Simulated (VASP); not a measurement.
# PbO2 (Fm-3m) in VASP: a series of runs

Runs on PbO2. Level: PBEsol. Tasks: single point.

Everything below comes from runs of VASP 6.6.1. Logs are shortened: lines on timing, memory, paths and dates and some standing lists are left out, and cuts for length are marked.

### 1 Starting point

It takes space group Fm-3m (No. 225, cubic). The conventional cell has a = 5.404 Å, b = 5.404 Å, c = 5.404 Å, α = 90.00°, β = 90.00°, γ = 90.00°. Around Pb (site symmetry m-3m) lie 8 O at 2.34 Å. Around O (site symmetry -43m) lie 4 Pb at 2.34 Å.

The cell comes from a database or a generator and needn't be the stable form of this composition.

### 2 Single point, PBEsol

Contents of INCAR:

```
ADDGRID  = F            
ALGO     = Normal         # electronic algorithm
EDIFF    = 1E-7           # SCF threshold, eV
ENCUT    = 460            # plane-wave cutoff, eV
GGA      = PS             # functional
ISIF     = 2              # what is computed and relaxed
ISMEAR   = 0              # smearing method
LASPH    = T              # aspherical terms in the spheres
LCHARG   = F              # write CHGCAR
LREAL    = F              # projectors in reciprocal space
LWAVE    = F              # write WAVECAR
NELM     = 100            # most SCF steps
PREC     = Accurate       # precision mode
SIGMA    = 0.2            # smearing width, eV
```

Contents of KPOINTS:

```
k-points
0
Gamma
  5 5 5
```

Contents of POSCAR:

```
PbO2
1.0
    0.0000000000      2.7019920000      2.7019920000
    2.7019920000      0.0000000000      2.7019920000
    2.7019920000      2.7019920000      0.0000000000
Pb O
1 2
Direct
    0.0000000000      0.0000000000      0.0000000000
    0.7500000000      0.7500000000      0.7500000000
    0.2500000000      0.2500000000      0.2500000000
```

Potentials or basis: VASP PAW PBE potentials, release 64 (Pb, O).

On the command line:

```sh
> cat potpaw_PBE.64/Pb/POTCAR potpaw_PBE.64/O/POTCAR > POTCAR
> mpirun -np 1 vasp_std > vasp.out
```

OUTCAR:

```text
EDIFF = 1E-7
   ENCUT = 460
   GGA = PS
   ISIF = 2
   ISMEAR = 0
   LASPH = T
   LREAL = F
   NELM = 100
   PREC = Accurate

 Found     10 irreducible k-points:

 Following reciprocal coordinates:
            Coordinates               Weight
  0.000000  0.000000  0.000000      1.000000
  0.200000  0.000000  0.000000      8.000000
  0.400000  0.000000  0.000000      8.000000
  0.200000  0.200000  0.000000      6.000000
  0.400000  0.200000  0.000000     24.000000
 -0.400000  0.200000  0.000000     24.000000
   k-points           NKPTS =     10   k-points in BZ     NKDIM =     10   number of bands    NBANDS=     12
   number of dos      NEDOS =    301   number of ions     NIONS =      3
   total plane-waves  NPLWV =  21952
   dimension x,y,z NGX =    28 NGY =   28 NGZ =   28
   dimension x,y,z NGXF=    56 NGYF=   56 NGZF=   56
   ions per type =               1   2
   NGX,Y,Z   is equivalent  to a cutoff of  12.18, 12.18, 12.18 a.u.
   NGXF,Y,Z  is equivalent  to a cutoff of  24.36, 24.36, 24.36 a.u.
 SYSTEM =  unknown system
   PREC   = accura    normal or accurate (medium, high low for compatibility)
   ISTART =      0    job   : 0-new  1-cont  2-samecut
   ICHARG =      2    charge: 1-file 2-atom 10-const
   ISPIN  =      1    spin polarized calculation?
   LNONCOLLINEAR =      F non collinear calculations
   LSORBIT =      F    spin-orbit coupling
   LASPH  =      T    aspherical Exc in radial PAW
   ENCUT  =  460.0 eV  33.81 Ry    5.81 a.u.   6.68  6.68  6.68*2*pi/ulx,y,z
   NELM   =    100;   NELMIN=  2; NELMDL= -5     # of ELM steps
   EDIFF  = 0.1E-06   stopping-criterion for ELM
   LREAL  =      F    real-space projection
   EDIFFG = 0.1E-05   stopping-criterion for IOM
   NSW    =      0    number of steps for IOM
   IBRION =     -1    ionic relax: 0-MD 1-quasi-New 2-CG
   NFREE  =      0    steps in history (QN), initial steepest desc. (CG)
   ISIF   =      2    stress and relaxation
   ISYM   =      2    0-nonsym 1-usesym 2-fastsym
   POTIM  = 0.5000    time-step for ionic-motion
   TEBEG  =    0.0;   TEEND  =   0.0 temperature during run
   PSTRESS=    0.0 pullay stress
   NELECT =      16.0000    total number of electrons
   NUPDOWN=      -1.0000    fix difference up-down
   EMIN   =  10.00;   EMAX   =-10.00  energy-range for DOS
   EFERMI =   0.00;   METHOD = LEGACY
   ISMEAR =     0;   SIGMA  =   0.20  broadening in eV -4-tet -1-fermi 0-gaus
   EFERMI_NEDOS =   21; number of points for ismear=-14 and -15
   IALGO  =     38    algorithm
   IMIX   =      4    mixing-type and parameters
     AMIX     =   0.40;   BMIX     =  1.00
     AMIX_MAG =   1.60;   BMIX_MAG =  1.00
  volume/ion in A,a.u.               =      13.15        88.75
  Fermi-wavevector in a.u.,A,eV,Ry     =   1.211772  2.289916 19.978664  1.468390
  Thomas-Fermi vector in A             =   2.347277
   LORBIT       =      0    0 simple, 1 ext, 2 COOP (PROOUT), +10 PAW based schemes
   GGA     = PS    functional components
   LHFCALC =     F    Hartree Fock is set to
   AEXX    =    0.0000 exact exchange contribution
   IVDW    =     0    specifies the selected vdW correction
   LEPSILON=     F    determine dielectric tensor
   LRPA    =     F    only Hartree local field effects (RPA)
 non-spin polarized calculation
 Gauss-broadening in eV      SIGMA  =   0.20
  energy-cutoff  :      460.00
  volume of cell :       39.45
 maximum number of plane-waves:       899
   NGX = 13   NGY = 13   NGZ = 13

 number of electron      15.9999996 magnetization

 Free energy of the ion-electron system (eV)
  ---------------------------------------------------
  ext. energy  EPLUGINS =         0.00000000
  ---------------------------------------------------
  free energy    TOTEN  =       -17.00582311 eV

  energy without entropy =      -17.00041187  energy(sigma->0) =      -17.00311749

 E-fermi :   3.8943     XC(G=0): -11.3076

 val. band max:        3.6275086554   @ k =  -0.4000   0.4000   0.2000
 cond. band min:       4.3576164154   @ k =   0.2000   0.2000   0.0000
 fundamental gap:      0.7301077600
 Fermi energy:         3.8943324995

 k-point     1 :       0.0000    0.0000    0.0000
  band No.  band energies     occupation
      1     -14.6692      2.00000
      2     -11.7709      2.00000
      3       0.9596      2.00000
      4       1.6993      2.00000
      5       1.6993      2.00000
      6       1.6993      2.00000
      7       2.5817      2.00000
      8       2.5817      2.00000
      9       2.5817      2.00000
     10      10.5824      0.00000
     11      10.5824      0.00000
     12      10.5824      0.00000

 k-point     2 :       0.2000    0.0000    0.0000
  band No.  band energies     occupation
      1     -14.3348      2.00000
      2     -11.8633      2.00000
      3      -1.0155      2.00000
      4       1.2087      2.00000
      5       1.4316      2.00000
      6       1.4316      2.00000
      7       2.4891      2.00000
      8       2.4891      2.00000
      9       4.5832      0.00000
     10      10.1569      0.00000
     11      11.3619      0.00000
     12      11.3619      0.00000

 k-point     3 :       0.4000    0.0000    0.0000
  band No.  band energies     occupation
      1     -13.4352      2.00000
      2     -12.4012      2.00000
      3      -2.6390      2.00000
      4       0.5653      2.00000
      5       1.0511      2.00000
      6       1.0511      2.00000
      7       2.3291      2.00000
      8       2.3291      2.00000
      9       6.1205      0.00000
     10      10.6217      0.00000
     11      12.8331      0.00000
     12      12.8331      0.00000

 k-point     4 :       0.2000    0.2000    0.0000
  band No.  band energies     occupation
      1     -14.2450      2.00000
      2     -11.8363      2.00000
      3      -1.5672      2.00000
      4       0.6050      2.00000
      5       0.6050      2.00000
      6       2.2869      2.00000
      7       3.0661      2.00000
      8       3.0661      2.00000
      9       4.3576      0.00105
     10       9.2971      0.00000
     11      12.0027      0.00000
     12      12.0027      0.00000

 k-point     5 :       0.4000    0.2000    0.0000
  band No.  band energies     occupation
      1     -13.5935      2.00000
      2     -12.1009      2.00000
      3      -3.1303      2.00000
      4       0.0270      2.00000
      5       0.1420      2.00000
      6       2.3973      2.00000
      7       2.7708      2.00000
      8       3.0982      2.00000
      9       5.6276      0.00000
     10       9.9532      0.00000
     11      12.8535      0.00000
     12      13.2649      0.00000

 k-point     6 :      -0.4000    0.2000    0.0000
  band No.  band energies     occupation
      1     -12.9044      2.00000
      2     -12.6756      2.00000
      3      -3.5926      2.00000
      4      -0.0249      2.00000
      5       0.4360      2.00000
      6       1.4333      2.00000
      7       2.7497      2.00000
      8       3.1681      2.00000
      9       6.1388      0.00000
     10      11.2332      0.00000
     11      12.6353      0.00000
     12      13.4803      0.00000

 [... further k-points ...]

------------------------ aborting loop because EDIFF is reached ----------------------------------------

  FORCE on cell =-STRESS in cart. coord.  units (eV):
  Direction    XX          YY          ZZ          XY          YZ          ZX
  --------------------------------------------------------------------------------------
  -------------------------------------------------------------------------------------
  Total       -1.9091695     -1.9091695     -1.9091695      0.0000000      0.0000000     -0.0000000
  in kB      -77.5305563    -77.5305563    -77.5305563      0.0000000      0.0000000     -0.0000000
  external PRESSURE =     -77.5305563 kB  Pullay stress =       0.0000000 kB

 VOLUME and BASIS-vectors are now :
 -----------------------------------------------------------------------------
  energy-cutoff  :      460.00
  volume of cell :       39.45
      direct lattice vectors                 reciprocal lattice vectors
     0.000000000  2.701992000  2.701992000    -0.185048660  0.185048660  0.185048660
     2.701992000  0.000000000  2.701992000     0.185048660 -0.185048660  0.185048660
     2.701992000  2.701992000  0.000000000     0.185048660  0.185048660 -0.185048660

 POSITION                                       TOTAL-FORCE (eV/Angst)
 -----------------------------------------------------------------------------------
      0.00000      0.00000      0.00000         0.000000     -0.000000     -0.000000
      4.05299      4.05299      4.05299         0.000000      0.000000     -0.000000
      1.35100      1.35100      1.35100        -0.000000     -0.000000      0.000000
 -----------------------------------------------------------------------------------
    total drift:                                0.000000      0.000000      0.000000

  FREE ENERGIE OF THE ION-ELECTRON SYSTEM (eV)
  ---------------------------------------------------
  free  energy   TOTEN  =       -17.0058231112 eV

  energy  without entropy=      -17.0004118698  energy(sigma->0) =      -17.00311749
```

It took 12 s on 1 thread of AMD EPYC 7R43 (Zen 3), shared host; peak memory 0.13 GiB.

The run converged, but some of its settings lie outside the range that counts as converged, so its numbers aren't taken as properties of the crystal.

What came out:

- Free energy: -17.0058 eV
- Pressure: -7.8 GPa
- Band gap on the k mesh: none (metal or under the smearing width)

Caveat: the k mesh is coarse (spacing up to 0.40 Å⁻¹), so the values aren't converged; the cutoff is under 1.25 times the usual one of these potentials, so pressure, stress and relaxed cells hold a basis-set (Pulay) error; the PAW data sets were made with another functional, which shifts forces and pressure a little.

### 3 Single point, PBEsol

Changes to INCAR since step 2:

```diff
@@ -13,2 +13,2 @@
 PREC     = Accurate       # precision mode
-SIGMA    = 0.2            # smearing width, eV
+SIGMA    = 0.1            # smearing width, eV
```

KPOINTS is that of step 2.

POSCAR is that of step 2.

Potentials or basis: VASP PAW PBE potentials, release 64 (Pb, O).

On the command line:

```sh
> cat potpaw_PBE.64/Pb/POTCAR potpaw_PBE.64/O/POTCAR > POTCAR
> mpirun -np 1 vasp_std > vasp.out
```

OUTCAR:

```text
EDIFF = 1E-7
   ENCUT = 460
   GGA = PS
   ISIF = 2
   ISMEAR = 0
   LASPH = T
   LREAL = F
   NELM = 100
   PREC = Accurate

 Found     10 irreducible k-points:

 Following reciprocal coordinates:
            Coordinates               Weight
  0.000000  0.000000  0.000000      1.000000
  0.200000  0.000000  0.000000      8.000000
  0.400000  0.000000  0.000000      8.000000
  0.200000  0.200000  0.000000      6.000000
  0.400000  0.200000  0.000000     24.000000
 -0.400000  0.200000  0.000000     24.000000
   k-points           NKPTS =     10   k-points in BZ     NKDIM =     10   number of bands    NBANDS=     12
   number of dos      NEDOS =    301   number of ions     NIONS =      3
   total plane-waves  NPLWV =  21952
   dimension x,y,z NGX =    28 NGY =   28 NGZ =   28
   dimension x,y,z NGXF=    56 NGYF=   56 NGZF=   56
   ions per type =               1   2
   NGX,Y,Z   is equivalent  to a cutoff of  12.18, 12.18, 12.18 a.u.
   NGXF,Y,Z  is equivalent  to a cutoff of  24.36, 24.36, 24.36 a.u.
 SYSTEM =  unknown system
   PREC   = accura    normal or accurate (medium, high low for compatibility)
   ISTART =      0    job   : 0-new  1-cont  2-samecut
   ICHARG =      2    charge: 1-file 2-atom 10-const
   ISPIN  =      1    spin polarized calculation?
   LNONCOLLINEAR =      F non collinear calculations
   LSORBIT =      F    spin-orbit coupling
   LASPH  =      T    aspherical Exc in radial PAW
   ENCUT  =  460.0 eV  33.81 Ry    5.81 a.u.   6.68  6.68  6.68*2*pi/ulx,y,z
   NELM   =    100;   NELMIN=  2; NELMDL= -5     # of ELM steps
   EDIFF  = 0.1E-06   stopping-criterion for ELM
   LREAL  =      F    real-space projection
   EDIFFG = 0.1E-05   stopping-criterion for IOM
   NSW    =      0    number of steps for IOM
   IBRION =     -1    ionic relax: 0-MD 1-quasi-New 2-CG
   NFREE  =      0    steps in history (QN), initial steepest desc. (CG)
   ISIF   =      2    stress and relaxation
   ISYM   =      2    0-nonsym 1-usesym 2-fastsym
   POTIM  = 0.5000    time-step for ionic-motion
   TEBEG  =    0.0;   TEEND  =   0.0 temperature during run
   PSTRESS=    0.0 pullay stress
   NELECT =      16.0000    total number of electrons
   NUPDOWN=      -1.0000    fix difference up-down
   EMIN   =  10.00;   EMAX   =-10.00  energy-range for DOS
   EFERMI =   0.00;   METHOD = LEGACY
[... 20 lines left out ...]
 maximum number of plane-waves:       899
   NGX = 13   NGY = 13   NGZ = 13

 number of electron      15.9999996 magnetization

 Free energy of the ion-electron system (eV)
  ---------------------------------------------------
  ext. energy  EPLUGINS =         0.00000000
  ---------------------------------------------------
  free energy    TOTEN  =       -17.00317587 eV

  energy without entropy =      -17.00059153  energy(sigma->0) =      -17.00188370

 E-fermi :   3.7548     XC(G=0): -11.3076

 val. band max:        3.6275226008   @ k =  -0.4000   0.4000   0.2000
 cond. band min:       4.3576132207   @ k =   0.2000   0.2000   0.0000
 fundamental gap:      0.7300906198
 Fermi energy:         3.7547654033

 k-point     1 :       0.0000    0.0000    0.0000
  band No.  band energies     occupation
      1     -14.6692      2.00000
      2     -11.7709      2.00000
      3       0.9596      2.00000
      4       1.6993      2.00000
      5       1.6993      2.00000
      6       1.6993      2.00000
      7       2.5817      2.00000
      8       2.5817      2.00000
      9       2.5817      2.00000
     10      10.5824      0.00000
     11      10.5824      0.00000
     12      10.5824      0.00000
[... 61 lines left out ...]
 k-point     6 :      -0.4000    0.2000    0.0000
  band No.  band energies     occupation
      1     -12.9044      2.00000
      2     -12.6756      2.00000
      3      -3.5926      2.00000
      4      -0.0249      2.00000
      5       0.4360      2.00000
      6       1.4333      2.00000
      7       2.7497      2.00000
      8       3.1681      2.00000
      9       6.1388      0.00000
     10      11.2332      0.00000
     11      12.6353      0.00000
     12      13.4802      0.00000

 [... further k-points ...]

------------------------ aborting loop because EDIFF is reached ----------------------------------------

  FORCE on cell =-STRESS in cart. coord.  units (eV):
  Direction    XX          YY          ZZ          XY          YZ          ZX
  --------------------------------------------------------------------------------------
  -------------------------------------------------------------------------------------
  Total       -1.9101700     -1.9101700     -1.9101700      0.0000000     -0.0000000     -0.0000000
  in kB      -77.5711864    -77.5711864    -77.5711864      0.0000000     -0.0000000     -0.0000000
  external PRESSURE =     -77.5711864 kB  Pullay stress =       0.0000000 kB

 VOLUME and BASIS-vectors are now :
 -----------------------------------------------------------------------------
  energy-cutoff  :      460.00
  volume of cell :       39.45
      direct lattice vectors                 reciprocal lattice vectors
     0.000000000  2.701992000  2.701992000    -0.185048660  0.185048660  0.185048660
     2.701992000  0.000000000  2.701992000     0.185048660 -0.185048660  0.185048660
     2.701992000  2.701992000  0.000000000     0.185048660  0.185048660 -0.185048660

 POSITION                                       TOTAL-FORCE (eV/Angst)
 -----------------------------------------------------------------------------------
      0.00000      0.00000      0.00000         0.000000      0.000000      0.000000
      4.05299      4.05299      4.05299        -0.000000     -0.000000     -0.000000
      1.35100      1.35100      1.35100         0.000000      0.000000      0.000000
 -----------------------------------------------------------------------------------
    total drift:                                0.000000      0.000000      0.000000

  FREE ENERGIE OF THE ION-ELECTRON SYSTEM (eV)
  ---------------------------------------------------
  free  energy   TOTEN  =       -17.0031758693 eV

  energy  without entropy=      -17.0005915323  energy(sigma->0) =      -17.00188370
```

Run time: 12 s. Hardware: 1 thread of AMD EPYC 7R43 (Zen 3), shared host; peak memory 0.12 GiB.

The run converged, but some of its settings lie outside the range that counts as converged, so its numbers aren't taken as properties of the crystal.

Results:

| Item | Value |
| --- | --- |
| Free energy | -17.0032 eV |
| Pressure | -7.8 GPa |
| Band gap on the k mesh | none (metal or under the smearing width) |

Caveat: the k mesh is coarse (spacing up to 0.40 Å⁻¹), so the values aren't converged; the cutoff is under 1.25 times the usual one of these potentials, so pressure, stress and relaxed cells hold a basis-set (Pulay) error; the PAW data sets were made with another functional, which shifts forces and pressure a little.

### 4 Single point, PBEsol

Changes to INCAR since step 3:

```diff
@@ -13,2 +13,2 @@
 PREC     = Accurate       # precision mode
-SIGMA    = 0.1            # smearing width, eV
+SIGMA    = 0.01           # smearing width, eV
```

KPOINTS is that of step 3.

POSCAR is that of step 3.

On the command line:

```sh
> cat potpaw_PBE.64/Pb/POTCAR potpaw_PBE.64/O/POTCAR > POTCAR
> mpirun -np 1 vasp_std > vasp.out
```

Run time: 12 s. Hardware: 1 thread of AMD EPYC 7R43 (Zen 3), shared host; peak memory 0.13 GiB.

These settings aren't checked as converged: the numbers below hold their error.

What came out:

| Quantity | Value |
| --- | --- |
| Free energy | -17.0009 eV |
| Pressure | -7.8 GPa |
| Band gap on the k mesh | none (metal or under the smearing width) |

Caveat: the k mesh is coarse (spacing up to 0.40 Å⁻¹), so the values aren't converged; the cutoff is under 1.25 times the usual one of these potentials, so pressure, stress and relaxed cells hold a basis-set (Pulay) error; the PAW data sets were made with another functional, which shifts forces and pressure a little.

[end of part 1 of 2]
